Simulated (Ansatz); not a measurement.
Crystal: NbAs.

```
CELL_PARAMETERS angstrom
-1.72585 1.72585 5.84000
1.72585 -1.72585 5.84000
1.72585 1.72585 -5.84000
ATOMIC_POSITIONS crystal
Nb 0.50000 0.00000 0.50000
Nb 0.75000 0.75000 0.00000
As 0.91600 0.41600 0.50000
As 0.16600 0.16600 0.00000
```

- Program: Ansatz 0.2.0
- Task: relaxation of cell and atoms
- Functional: PBEsol
- Potentials or basis: all-electron LAPW, scalar-relativistic
- Basis error allowed: 0.002 eV/atom
- k mesh: 11 × 11 × 11
- Occupations: fermi-dirac, width 0.05 eV
- Spin: no spin polarisation

At the start: volume 17.39 Å³/atom.

Question: Where does the relaxation end?

Answer: Over 4 steps the energy falls by 3.8 meV/atom and the volume is 17.15 Å³/atom (-1.4 %); space group I4_1md (No. 109, to 0.05 Å).

Step by step:
| step | energy change (eV) | largest force (eV/Å) | volume (Å³) |
| --- | --- | --- | --- |
| 1 | 0.0000 | 0.2877 | 69.58 |
| 2 | -0.0011 | 0.1645 | 67.41 |
| 3 | -0.0153 | 0.0062 | 68.58 |
| 4 | -0.0153 | 0.0062 | 68.58 |

Final structure:
```
Nb As
1.0
    -1.71983    1.71983    5.79677
     1.71983   -1.71983    5.79677
     1.71983    1.71983   -5.79677
Nb As
2 2
Direct
  0.49876 0.99876 0.50000
  0.74876 0.74876 0.00000
  0.91724 0.41724 0.50000
  0.16724 0.16724 0.00000
```
